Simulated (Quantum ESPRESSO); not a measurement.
BN in Quantum ESPRESSO: the effect of functional

BN:

```
CELL_PARAMETERS angstrom
2.49824 0.00000 0.00000
-1.24912 2.16354 0.00000
0.00000 0.00000 6.63570
ATOMIC_POSITIONS crystal
N 0.66667 0.33333 0.25000
N 0.33333 0.66667 0.75000
B 0.66667 0.33333 0.75000
B 0.33333 0.66667 0.25000
```

Alike in all runs:

| Quantity | Value |
| --- | --- |
| Program | Quantum ESPRESSO 7.5 |
| Task | dielectric tensor |
| Cutoff | 612 eV |
| Density cutoff | 4898 eV |
| k mesh | 8 × 8 × 2, shifted |
| Occupations | fermi-dirac, width 0.05 eV |
| Spin | no spin polarisation |

Q: One run gave: pressure 4.9 GPa; dielectric constant 4.05 mean. Which functional did it use?
A. WC
B. AM05
C. LDA
D. BLYP
E. PBE

A: E.

```csv
functional,potentials or basis,pressure (GPa),dielectric constant (mean)
LDA,GBRV 1.5 LDA,-2.1,4.14
PBE,GBRV 1.5 PBE,4.9,4.05
PBEsol,GBRV 1.5 PBEsol,2.5,4.11
WC,GBRV 1.5 PBE,2.2,4.12
BLYP,GBRV 1.5 PBE,8.8,4.00
AM05,GBRV 1.5 PBE,2.8,4.10
```

Caveats: all runs use coarse meshes; this functional lacks dispersion, which binds the layers, so the pressure and a relaxed spacing across them are unreliable (some runs); the potentials were made for another functional, which shifts forces and pressure (some runs); the cell is more than 3 GPa from zero pressure, which shifts response properties (some runs).
